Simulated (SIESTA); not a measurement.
Crystal: ZnS.

```
CELL_PARAMETERS angstrom
0.00000 2.70200 2.70200
2.70200 0.00000 2.70200
2.70200 2.70200 0.00000
ATOMIC_POSITIONS crystal
Zn 0.75000 0.75000 0.75000
S 0.00000 0.00000 0.00000
```

Base run:

```yaml
Program: SIESTA 5.4.2
Functional: PBE
Potentials_or_basis: PseudoDojo 0.4 standard (PBE files)
Basis: TZP (energy shift 0.003 Ry; two zetas on semicore shells)
Grid_cutoff: 800 Ry
Energy_shift: 0.003 Ry
k_mesh: 9 × 9 × 9
Occupations: fermi-dirac, width 0.05 eV
Spin: no spin polarisation
```

Its results: band gap on the k mesh 2.38 eV, direct; pressure 2.6 GPa.

Task: The run is repeated on the same cell with these changes: basis from TZP (energy shift 0.003 Ry; two zetas on semicore shells) to TZP (energy shift 0.01 Ry); energy shift from 0.003 Ry to 0.01 Ry. What comes out?

Result: Band gap on the k mesh 2.33 eV, direct; pressure -0.3 GPa.

Caveats: the valence orbitals were made in a potential fitted to the semicore shell under them, which widens gaps by tenths of an eV or more; the basis of atomic orbitals isn't converged, which shifts pressures, moduli and gaps; short orbitals over semicore shells can move pressures by several GPa (some runs); semicore shells carry a single zeta, which can move pressures by several GPa and volumes by a few percent (some runs).
